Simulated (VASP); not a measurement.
A run of VASP 6.6.1 is set up as follows.

File INCAR:

```
PREC = Accurate
ENCUT = 520
EDIFF = 1E-7
ISMEAR = -1
SIGMA = 0.05
LREAL = F
LASPH = T
NELM = 100
ALGO = Normal
ISIF = 2
LWAVE = F
LCHARG = F
METAGGA = RTPSS
LMIXTAU = T
NBANDS = 16
```

KPOINTS

```
regular mesh
0
Gamma
  8 8 8
```

Contents of POSCAR:

```
InP
1.0
    0.0000000000      2.9305000000      2.9305000000
    2.9305000000      0.0000000000      2.9305000000
    2.9305000000      2.9305000000      0.0000000000
In P
1 1
Direct
    0.0000000000      0.0000000000      0.0000000000
    0.7500000000      0.7500000000      0.7500000000
```

KPOINTS_OPT

```
path GXWKGLUWLK,UX
15
line-mode
reciprocal
 0.0000000000  0.0000000000  0.0000000000  G
 0.5000000000  0.0000000000  0.5000000000  X

 0.5000000000  0.0000000000  0.5000000000  X
 0.5000000000  0.2500000000  0.7500000000  W

 0.5000000000  0.2500000000  0.7500000000  W
 0.3750000000  0.3750000000  0.7500000000  K

 0.3750000000  0.3750000000  0.7500000000  K
 0.0000000000  0.0000000000  0.0000000000  G

 0.0000000000  0.0000000000  0.0000000000  G
 0.5000000000  0.5000000000  0.5000000000  L

 0.5000000000  0.5000000000  0.5000000000  L
 0.6250000000  0.2500000000  0.6250000000  U

 0.6250000000  0.2500000000  0.6250000000  U
 0.5000000000  0.2500000000  0.7500000000  W

 0.5000000000  0.2500000000  0.7500000000  W
 0.5000000000  0.5000000000  0.5000000000  L

 0.5000000000  0.5000000000  0.5000000000  L
 0.3750000000  0.3750000000  0.7500000000  K

 0.6250000000  0.2500000000  0.6250000000  U
 0.5000000000  0.0000000000  0.5000000000  X
```

Potentials or basis: VASP PAW PBE potentials, release 64 (In_d, P).

Command:

```sh
$ cat potpaw_PBE.64/In_d/POTCAR potpaw_PBE.64/P/POTCAR > POTCAR
$ mpirun -np 1 vasp_std > vasp.out
```

Task: Estimate the band gap on the k mesh.

Result: 0.82 eV, direct.

Task: Estimate the pressure.

Result: 2.0 GPa.

Task: Predict the band gap along the path.

Result: 0.82 eV, direct.

Levels at the corners of the path, in eV from the valence-band top:
```csv
point,band 7,band 8,band 9,band 10,band 11,band 12
Γ,0.00,0.00,0.00,0.82,4.21,4.21
X,-5.76,-2.37,-2.37,1.69,2.29,9.33
X,-5.76,-2.37,-2.37,1.69,2.29,9.33
W,-5.59,-3.03,-2.99,4.25,4.52,5.70
W,-5.59,-3.03,-2.99,4.25,4.52,5.70
K,-5.61,-3.40,-1.97,2.35,4.45,7.63
K,-5.61,-3.40,-1.97,2.35,4.45,7.63
Γ,0.00,0.00,0.00,0.82,4.21,4.21
Γ,0.00,0.00,0.00,0.82,4.21,4.21
L,-5.80,-0.98,-0.98,1.58,4.89,4.89
L,-5.80,-0.98,-0.98,1.58,4.89,4.89
U,-5.61,-3.40,-1.97,2.35,4.45,7.63
U,-5.61,-3.40,-1.97,2.35,4.45,7.63
W,-5.59,-3.03,-2.99,4.25,4.52,5.70
W,-5.59,-3.03,-2.99,4.25,4.52,5.70
L,-5.80,-0.98,-0.98,1.58,4.89,4.89
L,-5.80,-0.98,-0.98,1.58,4.89,4.89
K,-5.61,-3.40,-1.97,2.35,4.45,7.63
U,-5.61,-3.40,-1.97,2.35,4.45,7.63
X,-5.76,-2.37,-2.37,1.69,2.29,9.33
```

Caveat: the PAW data sets were made with another functional, which shifts forces and pressure a little; spin-orbit coupling is left out, which moves the levels of the heavy elements.

**Experimental background.**

A printed reference work, data compilation reports, for a bulk crystal of InP at 1.6 K: band gap 1.4236 eV (direct).

Against the measured gap of InP, 1.4236 eV (direct; 1.6 K; a printed reference work, data compilation), the calculated 0.82 eV is off by -0.61 eV. Spin-orbit coupling on In is left out. The value is that of revTPSS, without temperature or zero-point motion.
